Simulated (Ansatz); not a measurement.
# WC-type PbS

Level of theory: DFT, r²SCAN, scalar-relativistic, no spin polarisation; plane waves to 500 eV with PAW datasets (Ansatz 0.2.0), Γ-centred 10×10×10 mesh, 0.05 eV Gaussian smearing. The datasets are Ansatz's generated set soft_2.

```
Pb S
1.0
     4.04819    0.00000    0.00000
    -2.02409    3.50583    0.00000
     0.00000    0.00000    3.78417
Pb S
1 1
Cartesian
  0.0000 0.0000 0.0000
  2.0241 1.1686 1.8921
```

This is a trial structure; measured cells of the compound in the Crystallography Open Database are in space groups C2/m, Fm-3m (rock salt).

The cell above was scaled in volume, and shape and atoms were relaxed at each volume within its symmetry. Energies are counted from the cell above.

Cell and atoms are those of this level's equilibrium.

```json
{"V (Å³/atom)": "25.779", "ΔE (meV/atom)": "7.45", "P from the stress (GPa)": "2.30"}
{"V (Å³/atom)": "26.316", "ΔE (meV/atom)": "1.74", "P from the stress (GPa)": "1.07"}
{"V (Å³/atom)": "26.853", "ΔE (meV/atom)": "0.00", "P from the stress (GPa)": "-0.05"}
{"V (Å³/atom)": "27.390", "ΔE (meV/atom)": "1.86", "P from the stress (GPa)": "-1.05"}
{"V (Å³/atom)": "27.927", "ΔE (meV/atom)": "6.90", "P from the stress (GPa)": "-1.87"}
{"V (Å³/atom)": "28.733", "ΔE (meV/atom)": "19.21", "P from the stress (GPa)": "-3.01"}
```

**Question.** Do the energies and the pressures agree? Compare −ΔE/ΔV between neighbouring points (1 meV/Å³ = 0.1602 GPa) with the mean of their pressures.

**Answer.** 
| interval (Å³/atom) | −ΔE/ΔV (GPa) | mean P (GPa) |
| --- | --- | --- |
| 25.78 to 26.32 | 1.7 | 1.7 |
| 26.32 to 26.85 | 0.5 | 0.5 |
| 26.85 to 27.39 | -0.6 | -0.6 |
| 27.39 to 27.93 | -1.5 | -1.5 |
| 27.93 to 28.73 | -2.4 | -2.4 |
They differ by 0.04 GPa at most.

**Question.** What do the two routes give for V0, B0 and B0′?

**Answer.** A third-order Birch–Murnaghan fit of the energies: V0 = 26.83 Å³/atom, B0 = 53 GPa, B0′ = 6.0. A polynomial of P in ln V, with B = −dP/d ln V at P = 0: V0 = 26.83 Å³/atom, B0 = 52 GPa, B0′ = 5.1. B0′ isn't converged to its last digit.

Gaps on the mesh from the smallest volume to the largest (eV): metal, metal, metal, metal, metal, 0.14.

B0·V0 = 53.3 GPa × 26.83 Å³ = 8.92 eV/atom sets the scale: near the minimum ΔE ≈ ½ B0 V0 x², with x = V/V0 − 1, and a pressure of 0.5 GPa squeezes the volume by about 1 %. At the ends of the curve: x = −3.9 % predicts 6.8 meV/atom and the run gives 7.5; x = +7.1 % predicts 22.5 meV/atom and the run gives 19.2. Compression costs more and expansion less than the parabola says, since the crystal stiffens as it shrinks; B0′ measures that.

No spin–orbit coupling, a notable omission for heavy elements.
